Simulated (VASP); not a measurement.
A run of VASP 6.6.1:

File INCAR:

```
PREC = Accurate
ENCUT = 520
EDIFF = 1E-6
ISMEAR = 0
SIGMA = 0.1
LREAL = False
LASPH = True
NELM = 100
ALGO = Fast
ISIF = 2
LWAVE = False
LCHARG = False
GGA = PS
NBANDS = 32
```

The input KPOINTS:

```
Automatic mesh
0
Gamma
  12 12 4
```

The input POSCAR:

```
TiAl
1.0
    3.3958132754      0.0000000000      0.0000000000
    0.0000000000      3.3958132754      0.0000000000
    0.0000000000      0.0000000000      8.5209907906
Al Ti
3 3
Direct
    0.0000000000      0.0000000000     -0.0012007804
    0.5000000000      0.5000000000      0.1666666667
    0.0000000000      0.0000000000      0.3345341137
    0.5000000000      0.5000000000      0.5048743749
    0.0000000000      0.0000000000      0.6666666667
    0.5000000000      0.5000000000      0.8284589585
```

Potentials or basis: VASP PAW PBE potentials, release 64 (Al, Ti_sv).

Launch:

```sh
$ cat potpaw_PBE.64/Al/POTCAR potpaw_PBE.64/Ti_sv/POTCAR > POTCAR
$ mpirun -np 1 vasp_std > vasp.out
```

Hardware: 1 thread of Intel(R) Xeon(R) Platinum 8559C (Emerald Rapids) (shared host).

Task: How long does it take, and how much memory?

Result: Wall time 7 min on 1 thread of Intel(R) Xeon(R) Platinum 8559C (Emerald Rapids) (shared host), peak memory 0.35 GiB. Counts: scf iterations 37, k points 84.
